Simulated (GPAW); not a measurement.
**MoS2 (2H monolayer): G0W0 on several meshes in GPAW**

How does the mesh move the gap of MoS2 (2H monolayer)?

Method: PBE and many-body steps on it, plane waves, in GPAW 26.7.0.

### Step 1. Set-up

The cell holds 3 atoms: 1 Mo and 2 S. Cell: a = 3.183 Å, b = 3.183 Å, c = 14.400 Å, α = 90.0°, β = 90.0°, γ = 120.0°. Vacuum lies along c.

As a file:

```xyz
3
Lattice="3.1826 0.0000 0.0000 -1.5913 2.7562 0.0000 0.0000 0.0000 14.4000" Properties=species:S:1:pos:R:3
Mo    0.0000    1.8375    7.2000
S     1.5913    0.9187    8.7634
S     1.5913    0.9187    5.6366
```

The structure was relaxed with PBE. The runs that relaxed it are not among those shown.

### Step 2. Empty states on the mesh, 12×12×1 mesh, 296 bands

This step: GPAW 26.7.0; DFT, PBE, plane waves, PAW.

The sums over transitions need many empty states on a uniform mesh; this step solves for them.

The input, run.py:

```python
import json
import numpy as np
from gpaw.mpi import world
from gpaw import GPAW

calc = GPAW('gs.gpw').fixed_density(kpts={'size': (12, 12, 1), 'gamma': True},
    parallel={'domain': 1, 'band': 1},
    txt='nscf.txt')
calc.diagonalize_full_hamiltonian(nbands=296)
calc.write('full.gpw', mode='all')
res = {}
kpts = calc.get_ibz_k_points()
res['kpts'] = kpts
res['eigenvalues'] = [calc.get_eigenvalues(kpt=k) for k in range(len(kpts))]
res['n_electrons'] = calc.get_number_of_electrons()

if world.rank == 0:
    with open('result.json', 'w') as f:
        json.dump(res, f, default=lambda x: x.tolist())
```

The run is started by

```
> mpirun -n 16 gpaw python run.py
```

Numbers of over 12 decimals in the logs are rounded to 6 here.

Output:

```text
Diagonalizing LCAO Hamiltonian
Converting LCAO to pw mode
convergence criteria:
- Maximum integral of absolute [eigenst]ate change: 4e-08 eV^2 / valence electron
maximum number of iterations: 100

SCF iterations
|iter     |     time |      energy | eigst |  dens |
|iter:   1|  |             | +0.59 |       |
|iter:   2|  |             | -0.81 |       |
|iter:   3|  |             | -1.89 |       |
[...]
|iter:   9|  |             | -6.10 |       |
|iter:  10|  |             | -6.82 |       |
|iter:  11|  |             | -7.43c|       |
SCF steps: 11
  __  _  _
 | _ |_)|_||  |
 |__||  | ||/\| - 26.7.0

Input parameters:
  mode=PW(ecut=450.000000),
  convergence={'density': 1e-06, 'bands': -3},
  gpts=array([16, 16, 72]),
  kpts=MonkhorstPack(size=(12, 12, 1), gamma=True),
  maxiter=100,
  nbands=20,
  occupations=Occupations(name='fermi-dirac', width=0.001, fixmagmom=False),
  parallel={'domain': 1, 'band': 1},
  xc=XC(name='PBE')
Matrix size: 2797x2797
# Writing to full.gpw (mode='all')
  [... matrices ...]

timing:  # [seconds]
  Total: 49.945  # ━━━━━━━━━━━━━━━━━━━━━━━━━━━━━━━━━━━━━━━━━━━━━━━━━━━━━━━━━━
```

Elapsed: 54 s, on 16 MPI ranks of Arm Neoverse V2, shared host; peak memory 10 GiB.

Numbers from this step:

| Item | Value |
| --- | --- |
| gap | 1.655 eV |
| k of the valence top | 0, 0, 0 |
| k of the conduction bottom | 0.3333, 0.3333, 0 |
| least direct gap | 1.666 eV |
| k points computed | 19 |
| lowest point of the top converged band, above the valence top | 94.5214 eV |

On this mesh the gap is 1.655 eV.

### Step 3. 12×12×1

G0W0 replaces the xc potential by the self-energy, built once from these orbitals. Only a window of levels is corrected, while the sums run over the empty bands that the input names.

This step: G0W0 on PBE, plane waves, PAW.

The input, run.py:

```python
import json
import numpy as np
from gpaw.mpi import world
from gpaw.response.g0w0 import G0W0

gw = G0W0('full.gpw',
    filename='gw',
    kpts=[0, 9],
    bands=(11, 15),
    ecut=60,
    nbands=133,
    truncation='2D',
    integrate_gamma='sphere',
    q0_correction=True,
    frequencies={'type': 'nonlinear', 'domega0': 0.15, 'omega2': 15.0},
    eta=0.1,
    nblocksmax=True)
gw.calculate()
res = {mode: {k: v for k, v in r.items() if k != 'sigma_eskwn'}
       for mode, r in gw.all_results.items()}

if world.rank == 0:
    with open('result.json', 'w') as f:
        json.dump(res, f, default=lambda x: x.tolist())
```

The run is started by

```
> mpirun -n 16 gpaw python run.py
```

Output:

```text
Using integrator: PointIntegrator
NonLinearFrequencyDescriptor(from 0.000 to 118.739 eV, 186 points)
Nonperiodic BCs:  [False False  True]
Using integrator: PointIntegrator
NonLinearFrequencyDescriptor(from 0.000 to 118.739 eV, 186 points)
Nonperiodic BCs:  [False False  True]
Applying analytical 2D correction to W:
    Evaluating Gamma point contribution to W on a 15x15x1 grid
  ___  _ _ _
 |   || | | |
 | | || | | |
 |__ ||_____|
 |___|

BZ k-points: Symmetries present (total): 12

  [... matrices ...]
144 k-points: 12 x 12 x 1 Monkhorst-Pack grid + [1/24,1/24,0.000000]
19 k-points in the irreducible part of the Brillouin zone
       k-points in crystal coordinates                weights
   0:    -0.00000000   -0.00000000    0.00000000          1/144
   1:     0.08333333   -0.00000000    0.00000000          6/144
   2:     0.16666667   -0.08333333    0.00000000          6/144
   3:     0.16666667   -0.00000000    0.00000000          6/144
   4:     0.25000000   -0.08333333    0.00000000         12/144
   5:     0.25000000   -0.00000000    0.00000000          6/144
   6:     0.33333333   -0.16666667    0.00000000          6/144
   7:     0.33333333   -0.08333333    0.00000000         12/144
   8:     0.33333333   -0.00000000    0.00000000          6/144
   9:     0.33333333    0.33333333    0.00000000          2/144
          ...
  18:     0.50000000    0.50000000    0.00000000          3/144

Distributing spins, k-points and bands (1 x 2 x 4) over 2 processes
Number of blocks: 8

Quasi particle states:
k-points (IBZ indices): [0, 9]
Band range: (11, 15)
  [... matrices ...]
Computational parameters:
Plane wave cut-off: 60 eV
Number of bands: 133
Coulomb cutoff: 2D
Broadening: 0.1 eV

fxc modes: GW
Kernel: RPA
Using full-frequency real axis integration
Summing all q:

Calculating screened Coulomb potential
2D Coulomb truncation
NonLinearFrequencyDescriptor(from 0.000 to 118.739 eV, 186 points)
Removing empty qpoint cache files...

Calculating chi0 body with:
    Ground state adapter containing:
    Number of spins: 1
    Number of kpoints: 144
    Number of irreducible kpoints: 19
    Number of completely occupied states: 13
    Number of partially occupied states: 13
    Occupied states memory: 3.65625 M / cpu

    Linear response parametrization:
    q_c: [-2.0816681711721685e-17, -2.0816681711721685e-17, 0.0]
    Number of frequency points: 186
    Planewave cutoff: 60.0
    Number of bands: 133
    Number of planewaves: 115
    Broadening (eta): 0.1
    comm.size: 16
    kncomm.size: 2
    blockcomm.size: 8

    Memory estimate of potentially large arrays:
        chi0_wGG: 4.691792 M / cpu
Integrating chi0 body.

Symmetries of q_c:
    Direct symmetries (Uq -> q): 12
    Indirect symmetries (TUq -> q): 12
In total 24 allowed symmetries.

  [... matrices ...]
19 groups of equivalent kpoints. 86.805556% reduction.

Integral kind: spectral function
Integrating chi0 head and wings.

Symmetries of q_c:
    Direct symmetries (Uq -> q): 12
    Indirect symmetries (TUq -> q): 12
In total 24 allowed symmetries.

  [... matrices ...]
19 groups of equivalent kpoints. 86.805556% reduction.

Integral kind: spectral function wings

Calculating chi0 body with:
    Ground state adapter containing:
    Number of spins: 1
    Number of kpoints: 144
    Number of irreducible kpoints: 19
    Number of completely occupied states: 13
    Number of partially occupied states: 13
[... the further q-points ...]

Results:
f:      Occupation numbers
eps:     KS-eigenvalues [eV]
vxc:     KS vxc [eV]
exx:     Exact exchange [eV]
sigma:   Self-energies [eV]
dsigma:  Self-energy derivatives
Z:       Renormalization factors
qp:      QP-energies [eV]

k-point 0 (0): (-0.000, -0.000, 0.000)                GW
band       f     eps     vxc     exx   sigma  dsigma       Z      qp
                                                                   GW
  11   1.000  -1.715 -18.574 -20.161   1.851  -0.378   0.725  -1.523
  12   1.000  -0.245 -17.711 -18.645   1.207  -0.376   0.727  -0.046
  13   0.000   2.515 -18.499 -13.738  -3.186  -0.371   0.729   3.663
  14   0.000   2.515 -18.499 -13.738  -3.186  -0.371   0.729   3.663

k-point 1 (9): (0.333, 0.333, 0.000)                GW
band       f     eps     vxc     exx   sigma  dsigma       Z      qp
                                                                   GW
  11   1.000  -2.366 -16.842 -19.843   2.832  -0.449   0.690  -2.483
  12   1.000  -0.256 -18.930 -19.220   0.804  -0.370   0.730   0.120
  13   0.000   1.410 -20.597 -16.286  -2.523  -0.371   0.730   2.714
  14   0.000   2.809 -17.958 -12.765  -3.534  -0.367   0.731   4.022
```

The job ended after 1.8 min (16 MPI ranks; peak memory 5 GiB).

Numbers from this step:

```
G0W0 gap on the points computed              : 2.594 eV
least direct G0W0 gap on the computed points : 2.594 eV
Z at the valence top                         : 0.7301
Z at the conduction bottom                   : 0.7295
starting gap on the mesh                     : 1.655 eV
k of the valence top                         : 0.3333, 0.3333, 0
k of the conduction bottom                   : 0.3333, 0.3333, 0
```

The gap on the mesh goes from 1.65 eV to 2.59 eV, a correction of +0.94 eV.

### Step 4. Empty states on the mesh, 9×9×1 mesh, 143 bands

This step: DFT, PBE, plane waves, PAW.

The input, run.py:

```python
import json
import numpy as np
from gpaw.mpi import world
from gpaw import GPAW

calc = GPAW('gs.gpw').fixed_density(kpts={'size': (9, 9, 1), 'gamma': True},
    nbands=166,
    convergence={'bands': 143},
    txt='nscf.txt')
calc.write('full.gpw', mode='all')
res = {}
kpts = calc.get_ibz_k_points()
res['kpts'] = kpts
res['eigenvalues'] = [calc.get_eigenvalues(kpt=k) for k in range(len(kpts))]
res['n_electrons'] = calc.get_number_of_electrons()

if world.rank == 0:
    with open('result.json', 'w') as f:
        json.dump(res, f, default=lambda x: x.tolist())
```

The run is started by

```
> mpirun -n 16 gpaw python run.py
```

Output:

```text
Diagonalizing LCAO Hamiltonian
Converting LCAO to pw mode
convergence criteria:
- Maximum integral of absolute [eigenst]ate change: 4e-08 eV^2 / valence electron
maximum number of iterations: 100

SCF iterations
|iter     |     time |      energy | eigst |  dens |
|iter:   1|  |             | +4.17 |       |
|iter:   2|  |             | +2.98 |       |
|iter:   3|  |             | +1.86 |       |
[...]
|iter:  13|  |             | -6.83 |       |
|iter:  14|  |             | -7.36 |       |
|iter:  15|  |             | -7.75c|       |
SCF steps: 15
  __  _  _
 | _ |_)|_||  |
 |__||  | ||/\| - 26.7.0

Input parameters:
  mode=PW(ecut=450.000000),
  convergence={'bands': 143},
  gpts=array([16, 16, 72]),
  kpts=MonkhorstPack(size=(9, 9, 1), gamma=True),
  maxiter=100,
  nbands=166,
  occupations=Occupations(name='fermi-dirac', width=0.001, fixmagmom=False),
  parallel={},
  xc=XC(name='PBE')
# Writing to full.gpw (mode='all')
  [... matrices ...]

timing:  # [seconds]
  Total: 0.136  # ━━━━━━━━━━━━━━━━━━━━━━━━━━━━━━━━━━━━━━━━━━━━━━━━━━━━━━━━━━━
```

Wall time 17 s (16 MPI ranks); peak memory 2.5 GiB.

Numbers from this step:

| Property | Result |
| --- | --- |
| gap | 1.655 eV |
| k of the valence top | 0, 0, 0 |
| k of the conduction bottom | 0.3333, 0.3333, 0 |
| least direct gap | 1.666 eV |
| k points computed | 12 |
| lowest point of the top converged band, above the valence top | 55.5196 eV |

On this mesh the gap is 1.655 eV.

### Step 5. 9×9×1

This step: G0W0 on PBE, plane waves, PAW.

The input, run.py:

```python
import json
import numpy as np
from gpaw.mpi import world
from gpaw.response.g0w0 import G0W0

gw = G0W0('full.gpw',
    filename='gw',
    kpts=[0, 6],
    bands=(11, 15),
    ecut=60,
    nbands=133,
    truncation='2D',
    integrate_gamma='sphere',
    q0_correction=True,
    frequencies={'type': 'nonlinear', 'domega0': 0.15, 'omega2': 15.0},
    eta=0.1,
    nblocksmax=True)
gw.calculate()
res = {mode: {k: v for k, v in r.items() if k != 'sigma_eskwn'}
       for mode, r in gw.all_results.items()}

if world.rank == 0:
    with open('result.json', 'w') as f:
        json.dump(res, f, default=lambda x: x.tolist())
```

The run is started by

```
> mpirun -n 16 gpaw python run.py
```

Output:

```text
Using integrator: PointIntegrator
NonLinearFrequencyDescriptor(from 0.000 to 118.739 eV, 186 points)
Nonperiodic BCs:  [False False  True]
Using integrator: PointIntegrator
NonLinearFrequencyDescriptor(from 0.000 to 118.739 eV, 186 points)
Nonperiodic BCs:  [False False  True]
Applying analytical 2D correction to W:
    Evaluating Gamma point contribution to W on a 19x19x1 grid
  ___  _ _ _
 |   || | | |
 | | || | | |
 |__ ||_____|
 |___|

BZ k-points: Symmetries present (total): 12

  [... matrices ...]
81 k-points: 9 x 9 x 1 Monkhorst-Pack grid
12 k-points in the irreducible part of the Brillouin zone
       k-points in crystal coordinates                weights
   0:     0.00000000    0.00000000    0.00000000          1/81
   1:     0.11111111    0.00000000    0.00000000          6/81
   2:     0.22222222   -0.11111111    0.00000000          6/81
[...]
9:     0.44444444    0.00000000    0.00000000          6/81
          ...
  11:     0.44444444    0.44444444    0.00000000          6/81

Distributing spins, k-points and bands (1 x 2 x 4) over 2 processes
Number of blocks: 8

Quasi particle states:
k-points (IBZ indices): [0, 6]
Band range: (11, 15)
  [... matrices ...]
Computational parameters:
Plane wave cut-off: 60 eV
Number of bands: 133
Coulomb cutoff: 2D
Broadening: 0.1 eV

fxc modes: GW
Kernel: RPA
Using full-frequency real axis integration
Summing all q:

Calculating screened Coulomb potential
2D Coulomb truncation
NonLinearFrequencyDescriptor(from 0.000 to 118.739 eV, 186 points)
Removing empty qpoint cache files...

Calculating chi0 body with:
    Ground state adapter containing:
    Number of spins: 1
    Number of kpoints: 81
    Number of irreducible kpoints: 12
    Number of completely occupied states: 13
[...]
q_c: [0.0, 0.0, 0.0]
    Number of frequency points: 186
    Planewave cutoff: 60.0
    Number of bands: 133
    Number of planewaves: 115
    Broadening (eta): 0.1
    comm.size: 16
    kncomm.size: 2
    blockcomm.size: 8

    Memory estimate of potentially large arrays:
        chi0_wGG: 4.691792 M / cpu
Integrating chi0 body.

Symmetries of q_c:
    Direct symmetries (Uq -> q): 12
    Indirect symmetries (TUq -> q): 12
In total 24 allowed symmetries.

  [... matrices ...]
12 groups of equivalent kpoints. 85.185185% reduction.

Integral kind: spectral function
Integrating chi0 head and wings.

Symmetries of q_c:
    Direct symmetries (Uq -> q): 12
    Indirect symmetries (TUq -> q): 12
In total 24 allowed symmetries.

  [... matrices ...]
12 groups of equivalent kpoints. 85.185185% reduction.

Integral kind: spectral function wings

Calculating chi0 body with:
    Ground state adapter containing:
    Number of spins: 1
    Number of kpoints: 81
    Number of irreducible kpoints: 12
    Number of completely occupied states: 13
    Number of partially occupied states: 13
    Occupied states memory: 3.65625 M / cpu

[... the further q-points ...]

Results:
f:      Occupation numbers
eps:     KS-eigenvalues [eV]
vxc:     KS vxc [eV]
exx:     Exact exchange [eV]
sigma:   Self-energies [eV]
dsigma:  Self-energy derivatives
Z:       Renormalization factors
qp:      QP-energies [eV]

k-point 0 (0): (0.000, 0.000, 0.000)                GW
band       f     eps     vxc     exx   sigma  dsigma       Z      qp
                                                                   GW
  11   1.000  -1.715 -18.574 -20.160   1.820  -0.377   0.726  -1.545
  12   1.000  -0.245 -17.711 -18.646   1.178  -0.373   0.728  -0.068
  13   0.000   2.515 -18.499 -13.739  -3.154  -0.377   0.726   3.681
[...]
k-point 1 (6): (0.333, 0.333, 0.000)                GW
band       f     eps     vxc     exx   sigma  dsigma       Z      qp
                                                                   GW
[...]
13   0.000   1.410 -20.597 -16.278  -2.510  -0.373   0.728   2.728
  14   0.000   2.809 -17.958 -12.765  -3.503  -0.365   0.733   4.047
```

Run time: 47 s. Hardware: 16 MPI ranks; peak memory 5.2 GiB; 11 min of CPU time.

Numbers from this step:

* G0W0 gap on the points computed: 2.627 eV
* least direct G0W0 gap on the computed points: 2.627 eV
* Z at the valence top: 0.7304
* Z at the conduction bottom: 0.7285
* starting gap on the mesh: 1.655 eV
* k of the valence top: 0.3333, 0.3333, 0
* k of the conduction bottom: 0.3333, 0.3333, 0

Against G0W0 in GPAW (12×12×1 mesh, 133 bands, screening to 60 eV, full frequency, Hilbert transform), the gap moves by +0.033 eV.

### Step 6. Side by side

Times are wall times on 16 MPI ranks of Arm Neoverse V2, shared host, good to a factor of about two.

```csv
run,mesh,bands,screening cutoff (eV),DFT gap (eV),gap on the mesh (eV),direct (eV),time
12×12×1,12×12×1,133,60,1.655,2.594,2.594,1.8 min
9×9×1,9×9×1,133,60,1.655,2.627,2.627,47 s
```

### Step 7. What came out

```json
{
  "12×12×1": "2.594 eV",
  "9×9×1": "2.627 eV",
  "known limits": "not at the basis limit; no spin-orbit coupling"
}
```

In words: 9×9×1: +0.033 eV against 12×12×1. Bands and cutoff are finite, so the gap is not at the basis limit. The miss can reach some tenths of an eV and take either sign; the mesh is an error of its own. These stock PAW sets were not made for GW. In the G0W0 runs levels were corrected at 2 k points alone, so a gap called «on the mesh» is the least over those, and an edge elsewhere would be missed. The many-body steps are scalar-relativistic: spin-orbit coupling is not in them.

[Paths, hosts, dates, memory and timing lines, banners, echoed tables and standing remarks are left out of the program output.]

[Logs are printed without paths, hosts, clocks, repeated set-up lines and the standing remarks that a program may print on its own settings, such as how far it seeks lower states.]

[Runs of the session that timed out or met a known fault of the program may be left out.]

[Hosts, paths, dates, database ids (printed as entryN), source tags and the programs' standing remarks are cut or masked in the printed files.]
